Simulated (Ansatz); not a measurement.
Space group P-3m1 (No. 164). a = 3.798 Å, b = 3.798 Å, c = 6.824 Å, α = 90.00°, β = 90.00°, γ = 120.00°
```json
{"atom": "Zr", "site": "1a", "symmetry": "-3m.", "x": "0.0000", "y": "0.0000", "z": "0.0000"}
{"atom": "Se", "site": "2d", "symmetry": "3m.", "x": "0.3333", "y": "0.6667", "z": "0.2320"}
```

Equation of state of this ZrSe₂ structure (not necessarily the ground state), with shape and atoms relaxed at each volume where symmetry leaves them free. The calculation used Ansatz 0.2.0, DFT PBE, scalar-relativistic, plane waves, PAW.

Plane waves to 420 eV, a k mesh through Γ of 12×12×6 on the computed 3-atom cell and Gaussian smearing (0.02 eV); no spin polarisation.

```tsv
V (Å³/atom)	E − E(largest V) (meV/atom)	P (GPa)	gap on mesh (eV)
25.010	13.27	1.91	0.19
25.863	5.49	1.06	0.27
26.715	1.39	0.52	0.32
27.568	-0.44	0.21	0.36
28.421	-1.02	0.01	0.40
29.273	-0.96	-0.04	0.43
30.126	-0.61	-0.07	0.45
31.263	0.00	-0.09	0.46
```

Task: Fit a third-order Birch–Murnaghan equation, E = E0 + (9V0B0/16)·[(x − 1)³B0' + (x − 1)²(6 − 4x)] with x = (V0/V)^(2/3), to E(V).

Result: V0 = 28.53 Å³/atom, B0 = 4 GPa, B0' = 25.9. B0' is unusual or poorly fixed by this range.

The cell holds layers, chains or molecules and no dispersion correction was added, so their binding is poorly described.

The slope of the tabulated pressures gives B = 3 GPa at V0, so the fit is only rough here.

It was relaxed from a cell as deposited in COD.
